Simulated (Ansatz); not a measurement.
**PtS2 under changes of volume**

One of the cells (18.261 Å³/atom); the others are scaled copies at fixed shape and fractional positions:

```xyz
3
Lattice="3.5432 0.0000 0.0000 -1.7716 3.0685 0.0000 0.0000 0.0000 5.0388" Properties=species:S:1:pos:R:3 pbc="T T T"
Pt    0.0000    0.0000    0.0000
S     1.7716    1.0228    3.8950
S     0.0000    2.0457    1.1438
```

* Program: Ansatz 0.2.0
* Functional: r2SCAN
* Potentials or basis: Ansatz PAW
* Cutoff: 500 eV (not typed: the program's choice for these potentials)
* k mesh: 9 × 9 × 5
* Occupations: fermi-dirac, width 0.05 eV
* Spin: no spin polarisation

| volume (Å³/atom) | energy over the lowest point (meV/atom) | pressure (GPa) | gap on the mesh (eV) | largest force (eV/Å) |
| --- | --- | --- | --- | --- |
| 17.165 | 135.19 | 21.9 | 1.27 | 2.284 |
| 17.531 | ? | ? | ? | ? |
| 17.896 | 56.15 | 13.1 | 1.21 | 1.543 |
| 18.261 | 30.74 | 9.3 | 1.19 | 1.216 |
| 18.626 | 13.46 | 5.9 | 1.17 | 0.914 |
| 18.992 | 3.47 | 2.9 | 1.14 | 0.636 |
| 19.357 | 0.00 | 0.2 | 1.11 | 0.379 |

Task: What does the run at 17.531 Å³/atom give?

Result: Energy over the lowest point 90.62 meV/atom; pressure 17.3 GPa; gap on the mesh 1.24 eV; largest force 1.898 eV/Å.

Worked out: A Birch-Murnaghan fit of order 3 (a polynomial in V^(-2/3)) to the other rows has its minimum at 19.38 Å³/atom, just outside them, with B0 = V·E''(V) = 136 GPa and B' = 4.7 at fixed shape and positions, which overstates the stiffness. It gives 90.56 meV/atom at 17.531 Å³/atom, against the run's 90.62, and -dE/dV = 17.2 GPa, against 17.3. A straight line through the other rows of the gap, of slope -1.29 eV per unit of ln V, gives 1.24 eV, against the run's 1.24.

Energies are extrapolated to zero smearing.

Caveats: odd divisions of the mesh miss points on the zone boundary, where band edges often lie, so the gap on the mesh can be too wide; spin-orbit coupling is left out, which moves the levels of the heavy elements; the PAW data sets come from PBE, with cores solved anew for the run's functional, which leaves a small shift of forces and pressure; forces of over 1 eV/Å show positions far from the minimum, so gaps and moduli don't describe the material at rest (some runs).

A mesh can miss the band edges.
